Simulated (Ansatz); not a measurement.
# BeSe: a single-point run

The task is a single-point run on BeSe. The structure is shown as the input types it.

Program: Ansatz 0.2.0. Level of theory: density functional or hybrid calculation with the settings of its input, plane waves (as first typed). These are calculated values, not measurements.

3 further runs of the same task are left out: 1 for a known fault of the program, 2 that didn't finish.

### Step 1. The structure to begin with

The structure is cubic, space group F-43m (No. 216). The conventional cell has a = 5.162 Å, b = 5.162 Å, c = 5.162 Å, α = 90.00°, β = 90.00°, γ = 90.00°. Be (site symmetry -43m) has 4 Se at 2.24 Å as nearest neighbours. Se (site symmetry -43m) has 4 Be at 2.24 Å as nearest neighbours.

The input asks for a charge of -2 e on the cell.

As a file:

```cif
data_structure
_symmetry_space_group_name_H-M 'F-43m'
_symmetry_Int_Tables_number 216
_cell_length_a 5.1621
_cell_length_b 5.1621
_cell_length_c 5.1621
_cell_angle_alpha 90.000
_cell_angle_beta 90.000
_cell_angle_gamma 90.000
_cell_volume 137.55
loop_
_atom_site_label
_atom_site_type_symbol
_atom_site_symmetry_multiplicity
_atom_site_Wyckoff_symbol
_atom_site_fract_x
_atom_site_fract_y
_atom_site_fract_z
_atom_site_occupancy
Be1 Be 4 a 0.00000 0.00000 0.00000 1
Se1 Se 4 d 0.25000 0.25000 0.75000 1
```

### Step 2. Input and run

The input, input.yaml:

```yaml
crystal:
  lattice:
    - [0.0, 2.5810355899, 2.5810355899]
    - [2.5810355899, 0.0, 2.5810355899]
    - [2.5810355899, 2.5810355899, 0.0]
  atoms:
    - { symbol: Be, position: [0.0, 0.0, 0.0] }
    - { symbol: Se, position: [0.25, 0.25, 0.25] }
kpoints:
  mp_grid: { grid: [6, 6, 6] }
hamiltonian:
  xc: pbesol
scf:
  occupations: { method: fixed }
  n_extra_bands: 4
  max_iter: 76
output:
  forces: true
  stress: true
  eigenvalues: true
total_charge: -2
```

Launch:

```bash
$ ansatz run input.yaml --threads 4 --pin off --max-ram 3686MiB --backend cpu --events-out ev --progress --plain --runs-dir out
```

**Question.** How will this run end, and is anything wrong with its input?

The run converged and reported no error, with warnings (band overlap at count, metallic iterate). That alone doesn't make the input a sound one.

Look at the input: total_charge is -2. With this charge the calculation describes a differently charged system.

To check: delete total_charge (the default then holds).
